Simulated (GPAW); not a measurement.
The system is SiGe.

```xyz
4
Lattice="3.9045 0.0000 0.0000 -1.9522 3.3814 0.0000 0.0000 0.0000 6.4508" Properties=species:S:1:pos:R:3 pbc="T T T"
Ge    0.0000    2.2542    0.0025
Ge    1.9522    1.1271    3.2279
Si    0.0000    2.2542    2.4165
Si    1.9522    1.1271    5.6419
```

The cell comes from a database or a generator and needn't be the stable form of this composition.

Base run:

| Property | Result |
| --- | --- |
| Program | GPAW 26.7.0 |
| Functional | r2SCAN |
| Potentials or basis | GPAW PAW data sets (gpaw-data 1.2.1) |
| Cutoff | 600 eV |
| Basis | pw |
| k mesh | 6 × 6 × 4 |
| Occupations | fermi-dirac, width 0.05 eV |
| Spin | no spin polarisation |

Its results: band gap on the k mesh 0.66 eV, indirect (least direct gap 0.78 eV).

The run is repeated on the same cell with these changes: functional from r2SCAN to TB-mBJ; potentials or basis from GPAW PAW data sets (gpaw-data 1.2.1) to GPAW PAW data sets for LDA (gpaw-data 1.2.1). What comes out?

Band gap on the k mesh 1.06 eV, indirect (least direct gap 1.18 eV).

Caveats: a model potential gives levels but no total energy (some runs).
